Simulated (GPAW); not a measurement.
## CdTe in GPAW: the effect of functional

The system is CdTe.

```xyz
2
Lattice="0.0000 3.2050 3.2050 3.2050 0.0000 3.2050 3.2050 3.2050 0.0000" Properties=species:S:1:pos:R:3 pbc="T T T"
Te    4.8075    4.8075    4.8075
Cd    0.0000    0.0000    0.0000
```

Alike in all runs:

| Property | Result |
| --- | --- |
| Program | GPAW 26.7.0 |
| Task | dielectric tensor |
| Cutoff | 450 eV |
| Basis | pw |
| k mesh | 6 × 6 × 6 |
| Occupations | fermi-dirac, width 0.001 eV |
| Spin | no spin polarisation |

```csv
functional,potentials or basis,gap on the mesh (eV),dielectric constant (mean)
RPBE,the program's PAW data sets (release 1.2.1) made for this functional,?,?
LDA,the program's PAW data sets (release 1.2.1) made for this functional,0.61,8.85
AM05,PAW data sets generated in the run's folder for this functional,0.84,7.91
```

What does the run with functional RPBE give?

gap on the mesh 1.02 eV; dielectric constant 7.38 mean.

Caveats: the long-wavelength limit can be off by several per cent where d states take part; spin-orbit coupling is left out, which moves the levels of the heavy elements; the gap is small at this level, which inflates the dielectric constant (some runs).

A k mesh can miss the band edges.
